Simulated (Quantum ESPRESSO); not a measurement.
# BN (P1) in Quantum ESPRESSO: real-space fields with PW91

Aim: the real-space fields of BN with PW91.

All numbers are computed with Quantum ESPRESSO 7.5; they aren't measurements. Logs are shortened: lines on timing, memory, paths and dates and some standing lists are left out, and cuts for length are marked.

## (1) Starting point

The typed cell holds 4 atoms: a = 2.564 Å, b = 2.564 Å, c = 4.441 Å, α = 73.22°, β = 73.22°, γ = 60.00°.

The cell is a database's computed one.

## (2) Real-space fields, PW91

pw.in

```
&CONTROL
  calculation = 'scf'
  prefix = 'pwscf'
  outdir = './tmp'
  pseudo_dir = './pseudo'
  tprnfor = .true.
  tstress = .true.
  disk_io = 'low'
/
&SYSTEM
  ibrav = 0
  nat = 4
  ntyp = 2
  ecutwfc = 45
  ecutrho = 360
  nbnd = 14
  input_dft = 'pw91'
  occupations = 'smearing'
  smearing = 'gaussian'
  degauss = 0.00367493
/
&ELECTRONS
  conv_thr = 8d-10
  electron_maxstep = 120
  mixing_beta = 0.5
/
ATOMIC_SPECIES
B     10.8100 b_pbe_v1.4.uspp.F.UPF
N     14.0070 n_pbe_v1.2.uspp.F.UPF
CELL_PARAMETERS angstrom
   0.0000000000   -1.8130010000   -1.8130010000
  -1.8130010000    0.0000000000   -1.8130010000
   1.8130010000    1.8130010000   -3.6260020000
ATOMIC_POSITIONS crystal
B      0.5118525200    0.4947547500    0.4882567200
B      0.0206999800    0.9851500300    0.0025407200
N      0.3529464900    0.3799817900    0.8814874500
N      0.8645010100    0.8901134300    0.3777151100
K_POINTS automatic
12 12 7 0 0 0
```

pp_density.in

```
&INPUTPP
  prefix = 'pwscf'
  outdir = './tmp'
  filplot = 'density.dat'
  plot_num = 0
/
&PLOT
  nfile = 1
  filepp(1) = 'density.dat'
  iflag = 3
  output_format = 6
  fileout = 'density.cube'
/
```

pp_potential.in

```
&INPUTPP
  prefix = 'pwscf'
  outdir = './tmp'
  filplot = 'potential.dat'
  plot_num = 11
/
&PLOT
  nfile = 1
  filepp(1) = 'potential.dat'
  iflag = 3
  output_format = 6
  fileout = 'potential.cube'
/
```

pp_potential_ks.in

```
&INPUTPP
  prefix = 'pwscf'
  outdir = './tmp'
  filplot = 'potential_ks.dat'
  plot_num = 1
/
&PLOT
  nfile = 1
  filepp(1) = 'potential_ks.dat'
  iflag = 3
  output_format = 6
  fileout = 'potential_ks.cube'
/
```

Potentials or basis: GBRV 1.5 PBE.

Command:

```console
$ OMP_NUM_THREADS=1 pw.x -in pw.in > pw.out
$ OMP_NUM_THREADS=1 pp.x -in pp_density.in > pp_density.out
$ OMP_NUM_THREADS=1 pp.x -in pp_potential.in > pp_potential.out
$ OMP_NUM_THREADS=1 pp.x -in pp_potential_ks.in > pp_potential_ks.out
```

pw.out:

```text
This program is part of the open-source Quantum ESPRESSO suite
     for quantum simulation of materials; please cite
         "P. Giannozzi et al., J. Phys.:Condens. Matter 21 395502 (2009);
         "P. Giannozzi et al., J. Phys.:Condens. Matter 29 465901 (2017);
         "P. Giannozzi et al., J. Chem. Phys. 152 154105 (2020);
     in publications or presentations arising from this work. More details at

     IMPORTANT: XC functional enforced from input :
     Exchange-correlation= PW91
                           (   1   4   2   2   0   0   0)
     Any further DFT definition will be discarded
     Please, verify this is what you really want

     G-vector sticks info
     --------------------
     sticks:   dense  smooth     PW     G-vecs:    dense   smooth      PW
     Sum         583     295    109                18641     6561    1401

     Using Slab Decomposition

     bravais-lattice index     =            0
     lattice parameter (alat)  =       4.8452  a.u.
     unit-cell volume          =     160.8610 (a.u.)^3
     number of atoms/cell      =            4
     number of atomic types    =            2
     number of electrons       =        16.00
     number of Kohn-Sham states=           14
     kinetic-energy cutoff     =      45.0000  Ry
     charge density cutoff     =     360.0000  Ry
     scf convergence threshold =      8.0E-10
     mixing beta               =       0.5000
     number of iterations used =            8  plain     mixing
     Exchange-correlation= PW91
                           (   1   4   2   2   0   0   0)

     celldm(1)=   4.845202  celldm(2)=   0.000000  celldm(3)=   0.000000
     celldm(4)=   0.000000  celldm(5)=   0.000000  celldm(6)=   0.000000

     crystal axes: (cart. coord. in units of alat)
               a(1) = (   0.000000  -0.707107  -0.707107 )
               a(2) = (  -0.707107   0.000000  -0.707107 )
               a(3) = (   0.707107   0.707107  -1.414214 )

     reciprocal axes: (cart. coord. in units 2 pi/alat)
               b(1) = (  0.353553 -1.060660 -0.353553 )
               b(2) = ( -1.060660  0.353553 -0.353553 )
               b(3) = (  0.353553  0.353553 -0.353553 )

     PseudoPot. # 1 for B  read from file:
     b_pbe_v1.4.uspp.F.UPF
     Pseudo is Ultrasoft + core correction, Zval =  3.0
     Generated by new atomic code, or converted to UPF format
     Using radial grid of  781 points,  4 beta functions with:
                l(1) =   0
                l(2) =   0
                l(3) =   1
                l(4) =   1
     Q(r) pseudized with  8 coefficients,  rinner =    1.100   1.100   1.100

     PseudoPot. # 2 for N  read from file:
     n_pbe_v1.2.uspp.F.UPF
     Pseudo is Ultrasoft + core correction, Zval =  5.0
     Generated by new atomic code, or converted to UPF format
     Using radial grid of  729 points,  4 beta functions with:
                l(1) =   0
                l(2) =   0
                l(3) =   1
                l(4) =   1
     Q(r) pseudized with  8 coefficients,  rinner =    0.900   0.900   0.900

     atomic species   valence    mass     pseudopotential
     B                 3.00    10.81000     B ( 1.00)
     N                 5.00    14.00700     N ( 1.00)

     No symmetry found

   Cartesian axes

     site n.     atom                  positions (alat units)
         1        B      tau(   1) = (  -0.0045948  -0.0166848  -1.4022781  )
         2        B      tau(   2) = (  -0.6948097  -0.0128405  -0.7148365  )
         3        N      tau(   3) = (   0.3546181   0.3737349  -1.7648701  )
         4        N      tau(   4) = (  -0.3623203  -0.3442096  -1.7748696  )

     number of k points=  1393  Gaussian smearing, width (Ry)=  0.0037

     Number of k-points >= 100: set verbosity='high' to print them.

     Dense  grid:    18641 G-vectors     FFT dimensions: (  30,  30,  54)

     Smooth grid:     6561 G-vectors     FFT dimensions: (  24,  24,  36)

     Initial potential from superposition of free atoms

     starting charge      15.9994, renormalised to      16.0000
     Starting wfcs are   16 randomized atomic wfcs

     Self-consistent Calculation

     iteration #  1     ecut=    45.00 Ry     beta= 0.50
     Davidson diagonalization with overlap
     ethr =  1.00E-02,  avg # of iterations =  2.8

     total energy              =     -53.39810313 Ry
     estimated scf accuracy    <       0.46174967 Ry

     iteration #  2     ecut=    45.00 Ry     beta= 0.50
     Davidson diagonalization with overlap
     ethr =  2.89E-03,  avg # of iterations =  2.0

     total energy              =     -53.48722946 Ry
     estimated scf accuracy    <       0.04581751 Ry

     iteration #  3     ecut=    45.00 Ry     beta= 0.50
     Davidson diagonalization with overlap
     ethr =  2.86E-04,  avg # of iterations =  3.2

     total energy              =     -53.49034072 Ry
     estimated scf accuracy    <       0.00686477 Ry

     iteration #  4     ecut=    45.00 Ry     beta= 0.50
     Davidson diagonalization with overlap
     ethr =  4.29E-05,  avg # of iterations =  4.3

     total energy              =     -53.49072346 Ry
     estimated scf accuracy    <       0.00031802 Ry

     iteration #  5     ecut=    45.00 Ry     beta= 0.50
     Davidson diagonalization with overlap
     c_bands:  1 eigenvalues not converged
     c_bands:  1 eigenvalues not converged
     ethr =  1.99E-06,  avg # of iterations =  4.4

     total energy              =     -53.49077093 Ry
     estimated scf accuracy    <       0.00003041 Ry

     iteration #  6     ecut=    45.00 Ry     beta= 0.50
     Davidson diagonalization with overlap
     ethr =  1.90E-07,  avg # of iterations =  2.0

     total energy              =     -53.49077490 Ry
     estimated scf accuracy    <       0.00001602 Ry

     iteration #  7     ecut=    45.00 Ry     beta= 0.50
     Davidson diagonalization with overlap
     ethr =  1.00E-07,  avg # of iterations =  1.0

     total energy              =     -53.49077661 Ry
     estimated scf accuracy    <       0.00000059 Ry

     iteration #  8     ecut=    45.00 Ry     beta= 0.50
     Davidson diagonalization with overlap
     ethr =  3.72E-09,  avg # of iterations =  2.1

     total energy              =     -53.49077686 Ry
     estimated scf accuracy    <       0.00000002 Ry

     iteration #  9     ecut=    45.00 Ry     beta= 0.50
     Davidson diagonalization with overlap
     ethr =  1.15E-10,  avg # of iterations =  2.0

     total energy              =     -53.49077686 Ry
     estimated scf accuracy    <          2.9E-09 Ry

     iteration # 10     ecut=    45.00 Ry     beta= 0.50
     Davidson diagonalization with overlap
     ethr =  1.84E-11,  avg # of iterations =  1.7

     End of self-consistent calculation

     Number of k-points >= 100: set verbosity='high' to print the bands.

     the Fermi energy is    13.4913 ev

!    total energy              =     -53.49077686 Ry
     estimated scf accuracy    <          2.7E-10 Ry
     smearing contrib. (-TS)   =      -0.00000000 Ry
     internal energy E=F+TS    =     -53.49077686 Ry

     The total energy is F=E-TS. E is the sum of the following terms:
     one-electron contribution =       8.83159684 Ry
     hartree contribution      =       7.31511473 Ry
     xc contribution           =     -17.18154631 Ry
     ewald contribution        =     -52.45594212 Ry

     convergence has been achieved in  10 iterations

     Forces acting on atoms (cartesian axes, Ry/au):

     atom    1 type  1   force =    -0.00136550    0.08127721   -0.05999935
     atom    2 type  1   force =    -0.04074502    0.05370993    0.03035260
     atom    3 type  2   force =     0.00589739   -0.08288020   -0.00595850
     atom    4 type  2   force =     0.03621313   -0.05210695    0.03560525

     Total force =     0.167056     Total SCF correction =     0.000008

     Computing stress (Cartesian axis) and pressure

          total   stress  (Ry/bohr**3)                   (kbar)     P=       19.78
   0.00015327  -0.00006410   0.00005852           22.55       -9.43        8.61
  -0.00006410   0.00011355  -0.00005704           -9.43       16.70       -8.39
   0.00005852  -0.00005704   0.00013654            8.61       -8.39       20.09

=------------------------------------------------------------------------------=
   JOB DONE.
=------------------------------------------------------------------------------=
```

pp_density.out:

```text
This program is part of the open-source Quantum ESPRESSO suite
     for quantum simulation of materials; please cite
         "P. Giannozzi et al., J. Phys.:Condens. Matter 21 395502 (2009);
         "P. Giannozzi et al., J. Phys.:Condens. Matter 29 465901 (2017);
         "P. Giannozzi et al., J. Chem. Phys. 152 154105 (2020);
     in publications or presentations arising from this work. More details at

     IMPORTANT: XC functional enforced from input :
     Exchange-correlation= PW91
                           (   1   4   2   2   0   0   0)
     Any further DFT definition will be discarded
     Please, verify this is what you really want

     G-vector sticks info
     --------------------
     sticks:   dense  smooth     PW     G-vecs:    dense   smooth      PW
     Sum         583     295    109                18641     6561    1401

     Using Slab Decomposition

     Calling punch_plot, plot_num =   0
     Writing data to file  density.dat
     Reading data from file  density.dat

     Writing data to be plotted to file density.cube
     Plot Type: 3D                     Output format: Gaussian cube

=------------------------------------------------------------------------------=
   JOB DONE.
=------------------------------------------------------------------------------=
```

pp_potential.out:

```text
This program is part of the open-source Quantum ESPRESSO suite
     for quantum simulation of materials; please cite
         "P. Giannozzi et al., J. Phys.:Condens. Matter 21 395502 (2009);
         "P. Giannozzi et al., J. Phys.:Condens. Matter 29 465901 (2017);
         "P. Giannozzi et al., J. Chem. Phys. 152 154105 (2020);
     in publications or presentations arising from this work. More details at

     IMPORTANT: XC functional enforced from input :
     Exchange-correlation= PW91
                           (   1   4   2   2   0   0   0)
     Any further DFT definition will be discarded
     Please, verify this is what you really want

     G-vector sticks info
     --------------------
     sticks:   dense  smooth     PW     G-vecs:    dense   smooth      PW
     Sum         583     295    109                18641     6561    1401

     Using Slab Decomposition

     Calling punch_plot, plot_num =  11
     Writing data to file  potential.dat
     Reading data from file  potential.dat

     Writing data to be plotted to file potential.cube
     Plot Type: 3D                     Output format: Gaussian cube

=------------------------------------------------------------------------------=
   JOB DONE.
=------------------------------------------------------------------------------=
```

It took 3.3 min on 1 thread of AMD EPYC 7R43 (Zen 3), shared host; peak memory 0.29 GiB.

Results:

```yaml
Free_energy: -727.7791 eV
Pressure: 2.0 GPa
Largest_force: 2.598 eV/Å
Band_gap_on_the_k_mesh: 3.72 eV
```

Forces in eV/Å, atoms in the order of the input:
```
B   -0.035  2.090 -1.543
B   -1.048  1.381  0.780
N    0.152 -2.131 -0.153
N    0.931 -1.340  0.915
```

Caveat: the potentials were made for another functional, which shifts forces and pressure; an odd mesh through Γ misses points on the zone boundary, where band edges often lie.

## (3) For comparison

An earlier run on the cell as given: functional PBE; potentials or basis SSSP 1.3 efficiency PBE; cutoff 816 eV; density cutoff 6531 eV; k mesh 12 × 12 × 7; occupations fermi-dirac, width 0.05 eV; no spin polarisation.

* Pressure: 0.8 GPa
* Largest force: 2.583 eV/Å
* Band gap on the k mesh: 3.69 eV
